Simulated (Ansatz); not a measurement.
Structures of HfO$_{2}$: which is lowest?

Plane-wave DFT in Ansatz with scalar-relativistic PAW potentials, cutoff 420 eV, Γ-centred meshes chosen by cell and gap, Gaussian smearing with energies taken to zero width. Every cell was relaxed (cell and atoms) in a run of its own, within the symmetry of its start. Functional: PBE+D3(BJ).

Relaxed structures (starts from databases or built by putting these elements on another compound's sites):
A. P2_1/c, 12 atoms in the computed cell, a = 5.126 Å, b = 5.202 Å, c = 5.306 Å, β = 99.5°; sites (symmetry × multiplicity) Hf 1 × 4, O 1 × 4 + 1 × 4; start: database
B. P-3m1, 3 atoms in the computed cell, a = 3.239 Å, c = 4.665 Å; sites (symmetry × multiplicity) Hf -3m. × 1, O 3m. × 2; start: built
C. Fm-3m, 3 atoms in the computed cell, a = 5.073 Å; sites (symmetry × multiplicity) Hf m-3m × 4, O -43m × 8; start: database
D. Pca2_1, 12 atoms in the computed cell, a = 5.262 Å, b = 5.045 Å, c = 5.073 Å; sites (symmetry × multiplicity) Hf 1 × 4, O 1 × 4 + 1 × 4; start: database
E. P4_2/nmc, 6 atoms in the computed cell, a = 3.587 Å, c = 5.212 Å; sites (symmetry × multiplicity) Hf -4m2 × 2, O 2mm. × 4; start: database

Task: Rank them by energy. Could pressure change the order?

Result:
| structure | group | E − E(lowest) (meV/atom) | V (Å³/atom) | gap on mesh (eV) |
| --- | --- | --- | --- | --- |
| A | P2_1/c | 0.0 | 11.63 | 4.04 |
| D | Pca2_1 | 18.5 | 11.22 | 4.40 |
| E | P4_2/nmc | 45 | 11.18 | 4.67 |
| C | Fm-3m | 75 | 10.88 | 3.78 |
| B | P-3m1 | 281 | 14.13 | 4.50 |

A is lowest, 19 meV/atom under D. D is denser by 0.41 Å³/atom, so pressure favours it: ΔE/ΔV, with ΔE in eV and 1 eV/Å³ = 160.2 GPa, gives about 7 GPa for equal enthalpy if both cells were rigid, a rough figure since the two compress differently. Other structures may lie lower than all of these, and vibrations aren't counted.

Spin-orbit coupling is left out, which matters for the bands of heavy elements.